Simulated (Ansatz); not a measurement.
# Al (Al, beta-Sn type): the cost of one run

Computed with Ansatz 0.2.0 (DFT PBE, plane waves (420 eV) with PAW, scalar-relativistic, unless a step says otherwise).

## 1. Starting point

Symmetry: I4_1/amd, No. 141, tetragonal system. The conventional cell has a = 5.036 Å, b = 5.036 Å, c = 2.750 Å, α = 90.00°, β = 90.00°, γ = 90.00°. Al (site symmetry -4m2) is surrounded by 6 Al at 2.61 to 2.75 Å.

As a file:

```cif
data_structure
_symmetry_space_group_name_H-M 'I4_1/amd:1'
_symmetry_Int_Tables_number 141
_cell_length_a 5.0359
_cell_length_b 5.0359
_cell_length_c 2.7496
_cell_angle_alpha 90.000
_cell_angle_beta 90.000
_cell_angle_gamma 90.000
_cell_volume 69.73
loop_
_atom_site_label
_atom_site_type_symbol
_atom_site_symmetry_multiplicity
_atom_site_Wyckoff_symbol
_atom_site_fract_x
_atom_site_fract_y
_atom_site_fract_z
_atom_site_occupancy
Al1 Al 4 a 0.00000 0.00000 0.00000 1
```

## 2. Relaxation of the cell

input.yaml reads:

```yaml
crystal:
  lattice:
    - [-2.517940941, 2.517940941, 1.3747957538]
    - [2.517940941, -2.517940941, 1.3747957538]
    - [2.517940941, 2.517940941, -1.3747957538]
  atoms:
    - { symbol: Al, position: [0.0, 0.0, 0.0] }
    - { symbol: Al, position: [0.75, 0.25, 0.5] }
hamiltonian:
  xc: pbe
  pseudopotentials:
    kind: paw
    azcp:
      Al: "pseudopotentials/Al.paw.azcp"
basis:
  ecutwfc: 420
  fft_grid_basis: typed
kpoints:
  mp_grid: { grid: [13, 13, 9], shift: [0, 0, 0] }
magnetization:
  spin_polarized: false
scf:
  occupations: { method: fermi_dirac, width: 0.1 }
relax:
  max_steps: 60
  f_tol: 0.01
  cell: {}
```

Started as:

```bash
$ ansatz run input.yaml --threads 1 --pin off --max-ram 3584MiB --backend cpu --events-out ev --progress --plain --runs-dir out
```

**Question.** How long does this run take on 1 thread of Intel Xeon Platinum 8259CL at 2.50GHz (Skylake/Cascade Lake), shared host, and how much memory does it need?

About 2.3 min, with a peak of 0.62 GiB.
